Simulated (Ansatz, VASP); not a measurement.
# One calculation of CdTe, two programs

```
CELL_PARAMETERS angstrom
0.00000 3.00609 3.00609
3.00609 0.00000 3.00609
3.00609 3.00609 0.00000
ATOMIC_POSITIONS crystal
Cd 0.50000 0.50000 0.50000
Te 0.00000 0.00000 0.00000
```

Alike in both runs: task single point; functional LDA; k mesh 6 × 6 × 6; occupations gaussian, width 0.05 eV; no spin polarisation.

|  | VASP | Ansatz |
| --- | --- | --- |
| version | VASP 6.6.1 | Ansatz 0.2.0 |
| potentials or method | VASP PAW LDA potentials, release 64 (Cd, Te) | scalar-relativistic, plane waves, PAW |
| plane-wave cutoff (eV) | 520 | 420 |
| valence electrons in the cell | 18 | 36 |

|  | VASP | Ansatz | Ansatz less VASP |
| --- | --- | --- | --- |
| gap on the k mesh at the Fermi level (eV) | none | none | - |
| pressure (GPa) | -1.9 | -2.2 | -0.33 |

A gap of «none» marks a metal or a gap that the smearing closes. The two sets of potentials don't hold the same shells in valence.

Spin-orbit coupling is left out, which matters for the levels of Te.
